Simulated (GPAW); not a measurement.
The system is Ir.

```xyz
1
Lattice="0.0000 1.9156 1.9156 1.9156 0.0000 1.9156 1.9156 1.9156 0.0000" Properties=species:S:1:pos:R:3 pbc="T T T"
Ir    0.0000    0.0000    0.0000
```

```yaml
Program: GPAW 26.7.0
Task: relaxation of cell and atoms
Functional: PBEsol
Dispersion: D4
Potentials_or_basis: PAW data sets generated in the run's folder for this functional
Cutoff: 600 eV
Basis: pw
k_mesh: 12 × 12 × 12
Occupations: fermi-dirac, width 0.05 eV
Spin: no spin polarisation
```

At the start: pressure -7.4 GPa; volume 14.06 Å³/atom.

Question: Where does the relaxation end?

Answer: Over 3 steps the energy falls by 6.1 meV/atom and the volume is 13.80 Å³/atom (-1.9 %); space group Fm-3m (No. 225, to 0.05 Å).

Step by step:
```
step  energy change (eV)  largest force (eV/Å)  pressure (GPa)  volume (Å³)
   1              0.0000                0.0000           -7.43        14.06
   2             -0.0047                0.0000            3.64        13.67
   3             -0.0061                0.0000           -0.10        13.80
```

Final structure:
```
Ir
1.0
     0.00000    1.90356    1.90356
     1.90356    0.00000    1.90356
     1.90356    1.90356    0.00000
Ir
1
Direct
  0.00000 0.00000 0.00000
```

Caveat: later steps reuse the first step's grids; pairwise dispersion overbinds metals, which lowers pressure and volume.
